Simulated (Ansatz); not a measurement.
## C₃N₄: Electric field gradients

The cell is a Materials Project structure (computed, not necessarily an observed phase).

Space group P-6m2 (No. 187); a = 7.1345, c = 7.0399 Å, γ = 120.00°.

| site | Wyckoff | site symmetry | x | y | z |
| --- | --- | --- | --- | --- | --- |
| C1 | 3j | mm2 | 0.0952 | 0.5476 | 0.0000 |
| C4 | 3j | mm2 | 0.7794 | 0.5587 | 0.0000 |
| C7 | 3k | mm2 | 0.1125 | 0.2249 | 0.5000 |
| C10 | 3k | mm2 | 0.7864 | 0.2136 | 0.5000 |
| N13 | 1c | -6m2 | 0.3333 | 0.6667 | 0.0000 |
| N14 | 6l | m.. | 0.6684 | 0.0053 | 0.0000 |
| N17 | 1e | -6m2 | 0.6667 | 0.3333 | 0.0000 |
| N18 | 6m | m.. | 0.0020 | 0.3297 | 0.5000 |
| N21 | 1b | -6m2 | 0.0000 | 0.0000 | 0.5000 |
| N22 | 1f | -6m2 | 0.6667 | 0.3333 | 0.5000 |

One atom of each set is listed.

The numbers come from a DFT calculation in Ansatz (r2SCAN, plane waves and PAW, scalar-relativistic, 500 eV cutoff, Γ-centred 5×5×4 k-points, Fermi–Dirac smearing 0.02 eV).

V_zz is the principal component of the electric field gradient with the largest magnitude, η = (V_xx − V_yy)/V_zz and C_Q = eQV_zz/h.

N-14: I = 1, Q = 20.44 mb. Quadrupole moments are those of Pyykkö's year-2017 table.

Problem. Give the quadrupolar parameters of the distinct sites.

Solution. 

```csv
site,atoms,first shell,V_zz (10²¹ V/m²),η,C_Q (MHz)
C1,3,3 N at 1.34–1.47 Å,-2.22,0.77,–
C4,3,3 N at 1.33–1.39 Å,-2.86,0.39,–
C7,3,3 N at 1.33–1.39 Å,-2.84,0.45,–
C10,3,3 N at 1.33–1.48 Å,-2.29,0.62,–
N13,1,3 C at 1.47 Å,-8.66,0.00,-4.28
N14,6,"2 C at 1.33–1.34 Å, angle 119°",-9.57,0.31,-4.73
N17,1,3 C at 1.39 Å,-2.96,0.00,-1.46
N18,6,"2 C at 1.33 Å, angle 118°",-9.59,0.29,-4.74
N21,1,3 C at 1.39 Å,-2.88,0.00,-1.42
N22,1,3 C at 1.48 Å,-8.64,0.00,-4.27
```

An axis of threefold or higher order runs through N13, N17, N21 and N22, so V_zz lies along it and η is zero. At N14 and N18 V_zz points along the bisector of its two bonds (within 3°) in each case.

C has no stable isotope with a ground-state quadrupole moment in the table, so no C_Q is given.

At this cell the principal stresses reach 6 GPa in size with r2SCAN, which can matter for small gradients. The largest force is 0.4 eV/Å, so the atoms aren't at the calculated equilibrium and relaxing them would move these values.

The run took 2 min of wall time (2 min of CPU time) and 1.2 GiB at its peak, on 1 thread of Arm Neoverse V1 (aarch64; 8 cores open to the job, memory cap 2.5 GiB, no GPU), a shared host with a load of 0.4 a core.
